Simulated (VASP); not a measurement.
# Bi (R-3m) in VASP: further runs

Aim: see how the results for Bi move with the level of theory and the settings. Levels: PBEsol, PBE. Tasks: equation of state.

Program: VASP 6.6.1. These are calculated values, not measurements. Logs are shortened: lines on timing, memory, paths and dates and some standing lists are left out, and cuts for length are marked.

## 1. Starting point

Symmetry: R-3m, No. 166, trigonal system. Conventional cell: a = 4.535 Å, b = 4.535 Å, c = 11.814 Å, α = 90.00°, β = 90.00°, γ = 120.00°. Bi (site symmetry 3m) has 6 Bi at 3.06 to 3.52 Å as nearest neighbours.

## 2. Equation of state, PBEsol, 32.97 Å³/atom (volume scaled by 0.94)

File INCAR:

```
SYSTEM = Bi
ALGO = Normal
EDIFF = 1E-7
ENCUT = 520
GGA = PS
ISIF = 2
ISMEAR = -1
LASPH = .TRUE.
LCHARG = .FALSE.
LREAL = .FALSE.
LWAVE = .FALSE.
NBANDS = 22
NELM = 80
PREC = Accurate
SIGMA = 0.05
```

File KPOINTS:

```
k-points
0
G
  7 7 7
  0 0 0
```

File POSCAR:

```
Bi
1.0
    2.2212115015      1.2824170583      3.8576100961
   -2.2212115015      1.2824170583      3.8576100961
    0.0000000000     -2.5648341167      3.8576100961
Bi
2
Direct
    0.7660000000      0.7660000000      0.7660000000
    0.2340000000      0.2340000000      0.2340000000
```

Potentials or basis: VASP PAW PBE potentials, release 64 (Bi_d).

Started as:

```sh
$ cat potpaw_PBE.64/Bi_d/POTCAR > POTCAR
$ mpirun -np 1 vasp_std > vasp.out
```

OUTCAR:

```text
SYSTEM = Bi
   EDIFF = 1E-7
   ENCUT = 520
   GGA = PS
   ISIF = 2
   ISMEAR = -1
   LASPH = .TRUE.
   LREAL = .FALSE.
   NELM = 80
   PREC = Accurate

 Found     44 irreducible k-points:

 Following reciprocal coordinates:
            Coordinates               Weight
  0.000000  0.000000  0.000000      1.000000
  0.142857 -0.000000  0.000000      6.000000
  0.285714 -0.000000  0.000000      6.000000
  0.428571 -0.000000  0.000000      6.000000
  0.142857  0.142857  0.000000      6.000000
  0.285714  0.142857  0.000000     12.000000
   k-points           NKPTS =     44   k-points in BZ     NKDIM =     44   number of bands    NBANDS=     22
   number of dos      NEDOS =    301   number of ions     NIONS =      2
   total plane-waves  NPLWV =  46656
   dimension x,y,z NGX =    36 NGY =   36 NGZ =   36
   dimension x,y,z NGXF=    72 NGYF=   72 NGZF=   72
   ions per type =               2
   NGX,Y,Z   is equivalent  to a cutoff of  12.92, 12.92, 12.92 a.u.
   NGXF,Y,Z  is equivalent  to a cutoff of  25.84, 25.84, 25.84 a.u.
 SYSTEM =  Bi
   PREC   = accura    normal or accurate (medium, high low for compatibility)
   ISTART =      0    job   : 0-new  1-cont  2-samecut
   ICHARG =      2    charge: 1-file 2-atom 10-const
   ISPIN  =      1    spin polarized calculation?
   LNONCOLLINEAR =      F non collinear calculations
   LSORBIT =      F    spin-orbit coupling
   LASPH  =      T    aspherical Exc in radial PAW
   ENCUT  =  520.0 eV  38.22 Ry    6.18 a.u.   8.61  8.61  8.61*2*pi/ulx,y,z
   NELM   =     80;   NELMIN=  2; NELMDL= -5     # of ELM steps
   EDIFF  = 0.1E-06   stopping-criterion for ELM
   LREAL  =      F    real-space projection
   EDIFFG = 0.1E-05   stopping-criterion for IOM
   NSW    =      0    number of steps for IOM
   IBRION =     -1    ionic relax: 0-MD 1-quasi-New 2-CG
   NFREE  =      0    steps in history (QN), initial steepest desc. (CG)
   ISIF   =      2    stress and relaxation
   ISYM   =      2    0-nonsym 1-usesym 2-fastsym
   POTIM  = 0.5000    time-step for ionic-motion
   TEBEG  =    0.0;   TEEND  =   0.0 temperature during run
   PSTRESS=    0.0 pullay stress
   NELECT =      30.0000    total number of electrons
   NUPDOWN=      -1.0000    fix difference up-down
   EMIN   =  10.00;   EMAX   =-10.00  energy-range for DOS
   EFERMI =   0.00;   METHOD = LEGACY
   ISMEAR =    -1;   SIGMA  =   0.05  broadening in eV -4-tet -1-fermi 0-gaus
   EFERMI_NEDOS =   21; number of points for ismear=-14 and -15
   IALGO  =     38    algorithm
   IMIX   =      4    mixing-type and parameters
     AMIX     =   0.40;   BMIX     =  1.00
     AMIX_MAG =   1.60;   BMIX_MAG =  1.00
  volume/ion in A,a.u.               =      32.97       222.46
  Fermi-wavevector in a.u.,A,eV,Ry     =   1.259174  2.379493 21.572289  1.585518
  Thomas-Fermi vector in A             =   2.392747
   LORBIT       =      0    0 simple, 1 ext, 2 COOP (PROOUT), +10 PAW based schemes
   GGA     = PS    functional components
   LHFCALC =     F    Hartree Fock is set to
   AEXX    =    0.0000 exact exchange contribution
   IVDW    =     0    specifies the selected vdW correction
   LEPSILON=     F    determine dielectric tensor
   LRPA    =     F    only Hartree local field effects (RPA)
 non-spin polarized calculation
  energy-cutoff  :      520.00
  volume of cell :       65.93
 maximum number of plane-waves:      1791
   NGX = 17   NGY = 17   NGZ = 17

 number of electron      30.0000001 magnetization

 Free energy of the ion-electron system (eV)
  ---------------------------------------------------
  ext. energy  EPLUGINS =         0.00000000
  ---------------------------------------------------
  free energy    TOTEN  =        -8.59007300 eV

  energy without entropy =       -8.58882867  energy(sigma->0) =       -8.58945084

 E-fermi :   6.8463     XC(G=0): -10.0030

 val. band max:        6.6708564063   @ k =   0.4286   0.2857   0.2857
 cond. band min:       6.9662253684   @ k =   0.4286  -0.0000   0.0000
 fundamental gap:      0.2953689621
 Fermi energy:         6.8462590017

 k-point     1 :       0.0000    0.0000    0.0000
  band No.  band energies     occupation
      1     -16.0432      2.00000
      2     -16.0432      2.00000
      3     -15.8579      2.00000
      4     -15.8579      2.00000
      5     -15.8385      2.00000
      6     -15.6270      2.00000
      7     -15.6112      2.00000
      8     -15.6112      2.00000
      9     -15.4640      2.00000
     10     -15.4640      2.00000
     11      -6.6228      2.00000
     12      -0.2583      2.00000
     13       5.3329      2.00000
     14       5.6299      2.00000
     15       5.6299      2.00000
     16       9.5246      0.00000
     17      10.0453      0.00000
     18      10.0453      0.00000
     19      12.5889      0.00000
     20      12.7194      0.00000
     21      12.7194      0.00000
     22      13.1193      0.00000

 k-point     2 :       0.1429   -0.0000    0.0000
  band No.  band energies     occupation
      1     -16.0252      2.00000
      2     -16.0204      2.00000
      3     -15.8499      2.00000
      4     -15.8437      2.00000
      5     -15.8260      2.00000
      6     -15.6392      2.00000
      7     -15.6232      2.00000
      8     -15.6188      2.00000
      9     -15.4895      2.00000
     10     -15.4832      2.00000
     11      -6.4142      2.00000
     12      -0.7840      2.00000
     13       5.4092      2.00000
     14       5.6133      2.00000
     15       5.6839      2.00000
     16       9.0744      0.00000
     17       9.3484      0.00000
     18       9.5722      0.00000
     19      11.8768      0.00000
     20      12.5112      0.00000
     21      12.9604      0.00000
     22      14.7111      0.00000

 k-point     3 :       0.2857   -0.0000    0.0000
  band No.  band energies     occupation
      1     -15.9787      2.00000
      2     -15.9565      2.00000
      3     -15.8319      2.00000
      4     -15.8053      2.00000
      5     -15.7887      2.00000
      6     -15.6798      2.00000
      7     -15.6572      2.00000
      8     -15.6353      2.00000
      9     -15.5555      2.00000
     10     -15.5321      2.00000
     11      -5.8016      2.00000
     12      -2.0139      2.00000
     13       5.4431      2.00000
     14       5.6096      2.00000
     15       5.9695      2.00000
     16       7.8387      0.00000
     17       8.4483      0.00000
     18       8.6726      0.00000
     19      12.3510      0.00000
     20      13.3667      0.00000
     21      14.0121      0.00000
     22      17.2933      0.00000

 k-point     4 :       0.4286   -0.0000    0.0000
  band No.  band energies     occupation
      1     -15.9303      2.00000
      2     -15.8680      2.00000
      3     -15.8158      2.00000
      4     -15.7647      2.00000
      5     -15.7562      2.00000
      6     -15.7167      2.00000
      7     -15.7035      2.00000
      8     -15.6606      2.00000
      9     -15.6253      2.00000
     10     -15.5814      2.00000
     11      -4.8575      2.00000
     12      -3.3872      2.00000
     13       5.5144      2.00000
     14       5.6497      2.00000
     15       6.4098      1.99968
     16       6.9662      0.16645
     17       7.5852      0.00000
     18       8.0439      0.00000
     19      13.8758      0.00000
     20      15.1389      0.00000
     21      15.7350      0.00000
     22      16.4419      0.00000

 k-point     5 :       0.1429    0.1429    0.0000
  band No.  band energies     occupation
      1     -16.0399      2.00000
      2     -15.9968      2.00000
      3     -15.8573      2.00000
      4     -15.8362      2.00000
      5     -15.8200      2.00000
      6     -15.6442      2.00000
      7     -15.6289      2.00000
      8     -15.6127      2.00000
      9     -15.5177      2.00000
     10     -15.4652      2.00000
     11      -6.3595      2.00000
     12      -0.8585      2.00000
     13       4.8950      2.00000
     14       5.1694      2.00000
     15       6.6506      1.96085
     16       7.9023      0.00000
     17       9.8143      0.00000
     18      10.4193      0.00000
     19      11.6652      0.00000
     20      13.0953      0.00000
     21      13.5487      0.00000
     22      14.0454      0.00000

 k-point     6 :       0.2857    0.1429    0.0000
  band No.  band energies     occupation
      1     -16.0173      2.00000
      2     -15.9421      2.00000
      3     -15.8451      2.00000
      4     -15.8156      2.00000
      5     -15.7880      2.00000
      6     -15.6763      2.00000
      7     -15.6465      2.00000
      8     -15.6243      2.00000
      9     -15.5762      2.00000
     10     -15.4886      2.00000
     11      -5.9008      2.00000
     12      -1.6752      2.00000
     13       4.5658      2.00000
     14       4.8429      2.00000
     15       6.1029      2.00000
     16       8.1344      0.00000
     17       9.7752      0.00000
     18       9.9495      0.00000
     19      11.3712      0.00000
     20      13.8851      0.00000
     21      14.4361      0.00000
     22      15.6535      0.00000

 [... further k-points ...]

------------------------ aborting loop because EDIFF is reached ----------------------------------------

  FORCE on cell =-STRESS in cart. coord.  units (eV):
  Direction    XX          YY          ZZ          XY          YZ          ZX
  --------------------------------------------------------------------------------------
  -------------------------------------------------------------------------------------
  Total        1.3561531      1.3561531      1.0348815      0.0000000     -0.0000000     -0.0000000
  in kB       32.9556991     32.9556991     25.1485201      0.0000000     -0.0000000     -0.0000000
  external PRESSURE =      30.3533061 kB  Pullay stress =       0.0000000 kB

 VOLUME and BASIS-vectors are now :
 -----------------------------------------------------------------------------
  energy-cutoff  :      520.00
  volume of cell :       65.93
      direct lattice vectors                 reciprocal lattice vectors
     2.221211502  1.282417058  3.857610096     0.225102382  0.129962921  0.086409286
    -2.221211502  1.282417058  3.857610096    -0.225102382  0.129962921  0.086409286
     0.000000000 -2.564834117  3.857610096     0.000000000 -0.259925842  0.086409286

 POSITION                                       TOTAL-FORCE (eV/Angst)
 -----------------------------------------------------------------------------------
      0.00000     -0.00000      8.86479         0.000000      0.000000     -0.439844
      0.00000     -0.00000      2.70804         0.000000     -0.000000      0.439844
 -----------------------------------------------------------------------------------
    total drift:                               -0.000000      0.000000     -0.000000

  FREE ENERGIE OF THE ION-ELECTRON SYSTEM (eV)
  ---------------------------------------------------
  free  energy   TOTEN  =        -8.5900730014 eV

  energy  without entropy=       -8.5888286695  energy(sigma->0) =       -8.58945084
```

It took 34 s on 1 thread of Intel Xeon Platinum 8488C (Sapphire Rapids), shared host; peak memory 0.21 GiB.

Results:

| Property | Result |
| --- | --- |
| Free energy | -8.5901 eV |
| Pressure | 3.0 GPa |
| Largest force | 0.440 eV/Å |
| Band gap on the k mesh | 0.30 eV, indirect (least direct gap 0.56 eV) |

Caveat: the PAW data sets were made with another functional, which shifts forces and pressure a little; spin-orbit coupling is left out, which as a rule narrows the gap of such compounds by several tenths of an eV; an odd mesh through Γ misses points on the zone boundary, where band edges often lie.

## 3. Equation of state, PBEsol, 33.67 Å³/atom (volume scaled by 0.96)

INCAR is that of step 2.

KPOINTS is that of step 2.

File POSCAR:

```
Bi
1.0
    2.2368543514      1.2914484619      3.8847772595
   -2.2368543514      1.2914484619      3.8847772595
    0.0000000000     -2.5828969239      3.8847772595
Bi
2
Direct
    0.7660000000      0.7660000000      0.7660000000
    0.2340000000      0.2340000000      0.2340000000
```

Potentials or basis: VASP PAW PBE potentials, release 64 (Bi_d).

Started as:

```sh
$ cat potpaw_PBE.64/Bi_d/POTCAR > POTCAR
$ mpirun -np 1 vasp_std > vasp.out
```

Run time: 34 s. Hardware: 1 thread of Intel Xeon Platinum 8488C (Sapphire Rapids), shared host; peak memory 0.22 GiB.

It converged, with:

```
Free energy            : -8.6116 eV
Pressure               : 1.8 GPa
Largest force          : 0.331 eV/Å
Band gap on the k mesh : 0.28 eV, indirect (least direct gap 0.54 eV)
```

Caveat: the PAW data sets were made with another functional, which shifts forces and pressure a little; spin-orbit coupling is left out, which as a rule narrows the gap of such compounds by several tenths of an eV; an odd mesh through Γ misses points on the zone boundary, where band edges often lie.

## 4. Equation of state, PBEsol, 34.37 Å³/atom (volume scaled by 0.98)

INCAR is that of step 3.

KPOINTS is that of step 3.

File POSCAR:

```
Bi
1.0
    2.2522814206      1.3003552845      3.9115696734
   -2.2522814206      1.3003552845      3.9115696734
    0.0000000000     -2.6007105690      3.9115696734
Bi
2
Direct
    0.7660000000      0.7660000000      0.7660000000
    0.2340000000      0.2340000000      0.2340000000
```

Started as:

```sh
$ cat potpaw_PBE.64/Bi_d/POTCAR > POTCAR
$ mpirun -np 1 vasp_std > vasp.out
```

It took 34 s on 1 thread of Intel Xeon Platinum 8488C (Sapphire Rapids), shared host; peak memory 0.22 GiB.

The run converged. Its results:

| Property | Result |
| --- | --- |
| Free energy | -8.6225 eV |
| Pressure | 0.6 GPa |
| Largest force | 0.230 eV/Å |
| Band gap on the k mesh | 0.27 eV, indirect (least direct gap 0.53 eV) |

Caveat: the PAW data sets were made with another functional, which shifts forces and pressure a little; spin-orbit coupling is left out, which as a rule narrows the gap of such compounds by several tenths of an eV; an odd mesh through Γ misses points on the zone boundary, where band edges often lie.

## 5. Equation of state, PBEsol, 35.77 Å³/atom (volume scaled by 1.02)

INCAR is that of step 4.

KPOINTS is that of step 4.

File POSCAR:

```
Bi
1.0
    2.2825169939      1.3178118009      3.9640802302
   -2.2825169939      1.3178118009      3.9640802302
    0.0000000000     -2.6356236018      3.9640802302
Bi
2
Direct
    0.7660000000      0.7660000000      0.7660000000
    0.2340000000      0.2340000000      0.2340000000
```

Started as:

```sh
$ cat potpaw_PBE.64/Bi_d/POTCAR > POTCAR
$ mpirun -np 1 vasp_std > vasp.out
```

It took 34 s on 1 thread of Intel Xeon Platinum 8488C (Sapphire Rapids), shared host; peak memory 0.22 GiB.

Results (log left out):

- Free energy: -8.6169 eV
- Pressure: -1.3 GPa
- Largest force: 0.046 eV/Å
- Band gap on the k mesh: 0.25 eV, indirect (least direct gap 0.50 eV)

Caveat: the PAW data sets were made with another functional, which shifts forces and pressure a little; spin-orbit coupling is left out, which as a rule narrows the gap of such compounds by several tenths of an eV; an odd mesh through Γ misses points on the zone boundary, where band edges often lie.

## 6. Equation of state, PBEsol, 36.47 Å³/atom (volume scaled by 1.04)

INCAR is that of step 5.

KPOINTS is that of step 5.

File POSCAR:

```
Bi
1.0
    2.2973389482      1.3263692602      3.9898217322
   -2.2973389482      1.3263692602      3.9898217322
    0.0000000000     -2.6527385203      3.9898217322
Bi
2
Direct
    0.7660000000      0.7660000000      0.7660000000
    0.2340000000      0.2340000000      0.2340000000
```

Potentials or basis: VASP PAW PBE potentials, release 64 (Bi_d).

Started as:

```sh
$ cat potpaw_PBE.64/Bi_d/POTCAR > POTCAR
$ mpirun -np 1 vasp_std > vasp.out
```

Run time: 34 s. Hardware: 1 thread of Intel Xeon Platinum 8488C (Sapphire Rapids), shared host; peak memory 0.22 GiB.

The run converged. Its results:

| Quantity | Value |
| --- | --- |
| Free energy | -8.6024 eV |
| Pressure | -2.1 GPa |
| Largest force | 0.036 eV/Å |
| Band gap on the k mesh | 0.24 eV, indirect (least direct gap 0.49 eV) |

Caveat: the PAW data sets were made with another functional, which shifts forces and pressure a little; spin-orbit coupling is left out, which as a rule narrows the gap of such compounds by several tenths of an eV; an odd mesh through Γ misses points on the zone boundary, where band edges often lie.

## 7. Equation of state, PBEsol, 37.17 Å³/atom (volume scaled by 1.06)

INCAR is that of step 6.

KPOINTS is that of step 6.

File POSCAR:

```
Bi
1.0
    2.3119720748      1.3348176998      4.0152352947
   -2.3119720748      1.3348176998      4.0152352947
    0.0000000000     -2.6696353996      4.0152352947
Bi
2
Direct
    0.7660000000      0.7660000000      0.7660000000
    0.2340000000      0.2340000000      0.2340000000
```

Started as:

```sh
$ cat potpaw_PBE.64/Bi_d/POTCAR > POTCAR
$ mpirun -np 1 vasp_std > vasp.out
```

Wall time 34 s (1 thread of Intel Xeon Platinum 8488C (Sapphire Rapids), shared host); peak memory 0.22 GiB.

Results (log left out):

| Property | Result |
| --- | --- |
| Free energy | -8.5811 eV |
| Pressure | -2.9 GPa |
| Largest force | 0.113 eV/Å |
| Band gap on the k mesh | 0.24 eV, indirect (least direct gap 0.48 eV) |

Caveat: the PAW data sets were made with another functional, which shifts forces and pressure a little; spin-orbit coupling is left out, which as a rule narrows the gap of such compounds by several tenths of an eV; an odd mesh through Γ misses points on the zone boundary, where band edges often lie.

## 8. Equation of state, PBEsol

Potentials or basis: VASP PAW PBE potentials, release 64 (Bi_d).

No new run: the results of the series are fitted here.

What came out:

```yaml
Equilibrium_volume: 34.83 Å³/atom
Bulk_modulus_at_fixed_shape_and_positions: 50 GPa
Pressure_derivative_of_the_bulk_modulus: 4.7
```

Energy against volume, from the lowest point:
```
volume (Å³/atom)  energy (meV/atom)
          32.965              16.93
          33.667               6.17
          34.368               0.71
          35.070               0.00
          35.771               3.51
          36.472              10.79
          37.174              21.44
```

Caveat: the cell was scaled at fixed shape and fractional positions, which overstates the stiffness of a crystal with free parameters, most of all of layers and chains; the PAW data sets were made with another functional, which shifts forces and pressure a little; spin-orbit coupling is left out, which moves the levels of the heavy elements.

## 9. Equation of state, PBE, 32.97 Å³/atom (volume scaled by 0.94)

File INCAR:

```
PREC = Accurate
ENCUT = 520
EDIFF = 1E-7
ISMEAR = -1
SIGMA = 0.05
LREAL = False
LASPH = True
NELM = 60
ALGO = Normal
ISIF = 2
LWAVE = False
LCHARG = False
GGA = PE
NBANDS = 22
```

File KPOINTS:

```
Automatic mesh
0
Gamma
  7 7 7
```

File POSCAR:

```
Bi
1.0
    2.2212115015      1.2824170583      3.8576100961
   -2.2212115015      1.2824170583      3.8576100961
    0.0000000000     -2.5648341167      3.8576100961
Bi
2
Direct
    0.7660000000      0.7660000000      0.7660000000
    0.2340000000      0.2340000000      0.2340000000
```

Potentials or basis: VASP PAW PBE potentials, release 64 (Bi_d).

Started as:

```sh
$ cat potpaw_PBE.64/Bi_d/POTCAR > POTCAR
$ mpirun -np 1 vasp_std > vasp.out
```

Run time: 72 s. Hardware: 1 thread of AMD EPYC 7R13 (Zen 3), shared host; peak memory 0.19 GiB.

Results (log left out):

```
Free energy            : -7.6728 eV
Pressure               : 5.8 GPa
Largest force          : 0.519 eV/Å
Band gap on the k mesh : 0.30 eV, indirect (least direct gap 0.57 eV)
```

Caveat: spin-orbit coupling is left out, which as a rule narrows the gap of such compounds by several tenths of an eV; an odd mesh through Γ misses points on the zone boundary, where band edges often lie.

[end of part 1 of 2]
